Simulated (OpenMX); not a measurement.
## Fe under changes of volume

One of the cells (12.019 Å³/atom); the others are scaled copies at fixed shape and fractional positions:

```
Fe
1.0
    -1.44300    1.44300    1.44300
     1.44300   -1.44300    1.44300
     1.44300    1.44300   -1.44300
Fe
1
Direct
  0.00000 0.00000 0.00000
```

* Program: OpenMX 3.8.5
* Functional: LDA
* Potentials or basis: OpenMX 2013 LDA set, Fe6.0H-s3p2d2, fixed grid of 27 × 27 × 27 points
* k mesh: 13 × 13 × 13
* Occupations: fermi-dirac, width 0.05 eV
* Spin: collinear spin, ferromagnetic start
* Starting moments: [3.0] μB

| volume (Å³/atom) | energy over the lowest point (meV/atom) | moment (μB per cell) |
| --- | --- | --- |
| 11.298 | 0.00 | 2.12 |
| 11.538 | 26.04 | 2.15 |
| 11.778 | 57.48 | 2.20 |
| 12.019 | 92.55 | 2.26 |
| 12.259 | 130.69 | 2.33 |
| 12.499 | ? | ? |
| 12.740 | 214.33 | 2.46 |

Question: What does the run at 12.499 Å³/atom give?

Answer: Energy over the lowest point 171.41 meV/atom; moment 2.39 μB per cell.

Worked out: A Birch-Murnaghan fit of order 3 (a polynomial in V^(-2/3)) to the other rows has no minimum within the range. It gives 171.49 meV/atom at 12.499 Å³/atom, against the run's 171.41. A parabola through the other rows of the moment, of slope 0.295 μB per Å³/atom there, gives 2.39 μB, against the run's 2.39.

Energies are extrapolated to zero smearing.

Caveats: the basis of atomic orbitals isn't converged, which shifts pressures, moduli and gaps.
